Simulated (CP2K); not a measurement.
# SnTe under changes of volume

One of the cells (31.281 Å³/atom); the others are scaled copies at fixed shape and fractional positions:

```
Te Sn
1.0
     4.45597    0.00000    0.00000
     2.22799    3.85899    0.00000
     2.22799    1.28633    3.63829
Te Sn
1 1
Direct
  0.50000 0.50000 0.50000
  0.00000 0.00000 0.00000
```

```yaml
Program: CP2K 2026.2
Functional: PBEsol
Potentials_or_basis: POTENTIAL_UZH Te GTH-PBE-q6, Sn GTH-PBE-q4; TZVP-MOLOPT-PBE-GTH basis
Density_cutoff: 6123 eV
k_mesh: 7 × 7 × 7
Occupations: fermi-dirac, width 0.05 eV
Spin: no spin polarisation
```

| volume (Å³/atom) | energy over the lowest point (meV/atom) | pressure (GPa) |
| --- | --- | --- |
| 29.404 | 48.19 | 5.5 |
| 30.030 | 29.53 | 4.1 |
| 30.656 | ? | ? |
| 31.281 | 6.68 | 1.8 |
| 31.907 | 1.53 | 0.8 |
| 32.532 | 0.00 | 0.0 |
| 33.158 | 1.74 | -0.8 |

**Question.** What does the run at 30.656 Å³/atom give?

**Answer.** Energy over the lowest point 15.86 meV/atom; pressure 2.9 GPa.

Worked out: A Birch-Murnaghan fit of order 3 (a polynomial in V^(-2/3)) to the other rows has its minimum at 32.50 Å³/atom with B0 = V·E''(V) = 44 GPa and B' = 4.4. It gives 15.86 meV/atom at 30.656 Å³/atom, against the run's 15.86, and -dE/dV = 2.9 GPa, against 2.9.

Energies are extrapolated to zero smearing.

Caveats: the potentials were made for another functional, which shifts forces and pressure; the basis of atomic orbitals isn't converged, which shifts pressures, moduli and gaps.
